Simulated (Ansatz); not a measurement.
**PbS: energy along a strain**

PbS, Fm-3m, a = 5.930 Å (as given, not relaxed at this level: 2.3 GPa). Ansatz: PBE, PAW, 420 eV, Γ-centred 10×10×10 mesh on 2 atoms, Gaussian smearing 0.03 eV; no spin polarisation. Cell vectors (Å): 0.000 2.965 2.965; 2.965 0.000 2.965; 2.965 2.965 0.000. The cell is strained by x per cent times the pattern (0 0 0 1 0 0) in the order xx yy zz yz xz xy (engineering shears), with fractional coordinates held. y is the free energy over the start, V0 = 26.066 Å³/atom. Symmetry makes y even in x. Points with a strain past 8.5 % were computed too (4) and aren't used here.

```
x (%) y (meV/atom)
-7.50          9.42
 0.00          0.00
 1.87          0.59
 3.75             ?
 5.62          5.32
```

Task: Fit y = c2 x² + c4 x⁴ to the other rows, get the stiffness along the pattern, and predict the missing energy.

Result: Least squares on the rows shown. y = 0.1696 x² − 3.840×10⁻⁵ x⁴. The clamped-ion stiffness p·C·p = 2 × 1.696 eV × 160.2 / 26.066 Å³ = 21 GPa, which is C44 in these axes (second derivative at the start, which stands under stress). At x = 3.75 the fit asked for gives 2.38 meV/atom. The run gave 2.37 meV/atom, so the fit is 0.01 meV/atom too high, a small miss on the scale of the series.

Spin–orbit coupling is left out, which can shift energies with elements as heavy as these.